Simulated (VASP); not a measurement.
The system is Bi.

```xyz
1
Lattice="-1.9814 1.9814 1.9814 1.9814 -1.9814 1.9814 1.9814 1.9814 -1.9814" Properties=species:S:1:pos:R:3 pbc="T T T"
Bi    0.0000    0.0000    0.0000
```

This isn't the form of Bi at room conditions, which is rhombohedral.

| Quantity | Value |
| --- | --- |
| Program | VASP 6.6.1 |
| Task | relaxation of cell and atoms |
| Functional | PBE |
| Potentials or basis | VASP PAW PBE potentials, release 64 (Bi) |
| Cutoff | 300 eV |
| k mesh | 7 × 7 × 7 |
| Occupations | methfessel-paxton, width 0.1 eV |
| Spin | no spin polarisation |

At the start: pressure 1.7 GPa; volume 31.12 Å³/atom.

Where does the relaxation end?

Over 3 steps the energy falls by 5.2 meV/atom and the volume is 32.10 Å³/atom (+3.2 %); space group Im-3m (No. 229, to 0.05 Å).

Step by step:
```
step  energy change (eV)  largest force (eV/Å)  pressure (GPa)  volume (Å³)
   1              0.0000                0.0000            1.74        31.12
   2             -0.0036                0.0000           -0.87        32.67
   3             -0.0052                0.0000            0.01        32.10
```

Final structure:
```
Bi
1.0
    -2.00210    2.00210    2.00210
     2.00210   -2.00210    2.00210
     2.00210    2.00210   -2.00210
Bi
1
Cartesian
  0.0000 0.0000 0.0000
```
